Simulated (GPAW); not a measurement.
Crystal: GaP.

```
Ga P
1.0
     0.00000    2.72525    2.72525
     2.72525    0.00000    2.72525
     2.72525    2.72525    0.00000
Ga P
1 1
Direct
  0.00000 0.00000 0.00000
  0.75000 0.75000 0.75000
```

Base run:

```yaml
Program: GPAW 26.7.0
Functional: TPSS
Potentials_or_basis: GPAW PAW data sets (gpaw-data 1.2.1)
Cutoff: 600 eV
Basis: pw
k_mesh: 8 × 8 × 8
Occupations: fermi-dirac, width 0.05 eV
Spin: spin-orbit coupling, no magnetisation
```

Its results: band gap on the k mesh 1.66 eV, indirect (least direct gap 2.02 eV); pressure 4.0 GPa.

**Question.** The run is repeated on the same cell with these changes: functional from TPSS to rSCAN; band points from 100 to 60. What comes out?

**Answer.** Band gap on the k mesh 1.90 eV, indirect (least direct gap 2.36 eV); pressure 1.4 GPa.

Caveats: spin-orbit coupling was added after a scalar SCF, so levels and gaps hold it while energy, forces, pressure and moments don't; this program's spin-orbit splittings come out too wide for heavy elements; the PAW data sets were made with another functional, which shifts forces and pressure a little.

A k mesh can miss the band edges.

Not every run made on this cell is shown here.
